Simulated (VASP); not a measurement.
Se, 3 atoms in the cell. The structure is trigonal, space group P3_121 (No. 152). The conventional cell has a = 4.484 Å, b = 4.484 Å, c = 5.067 Å, α = 90.00°, β = 90.00°, γ = 120.00°. Se (site symmetry 2) has 2 Se at 2.41 Å as nearest neighbours. 

* Program: VASP 6.6.1
* Task: single point
* Functional: PBE
* Potentials or basis: VASP PAW PBE potentials, release 64 (Se)
* Cutoff: 520 eV
* k mesh: 6 × 6 × 4
* Occupations: gaussian, width 0.05 eV
* Spin: no spin polarisation
* Dipole correction: no
* Further INCAR settings: ALGO = Fast; EDIFF = 1e-06; NBANDS = 16

Potentials or basis: VASP PAW PBE potentials, release 64 (Se).

Run with:

```sh
$ cat potpaw_PBE.64/Se/POTCAR > POTCAR
$ mpirun -np 1 vasp_std > vasp.out
```

Hardware: 1 thread of Intel(R) Xeon(R) Platinum 8259CL CPU @ 2.50GHz (Skylake/Cascade Lake), with other jobs on the host.

Q: How long does it take, and how much memory?

A: Run time: 29 s on 1 thread of Intel(R) Xeon(R) Platinum 8259CL CPU @ 2.50GHz (Skylake/Cascade Lake) (shared host), peak memory 0.21 GiB. Counts: scf iterations 12, k points 24.
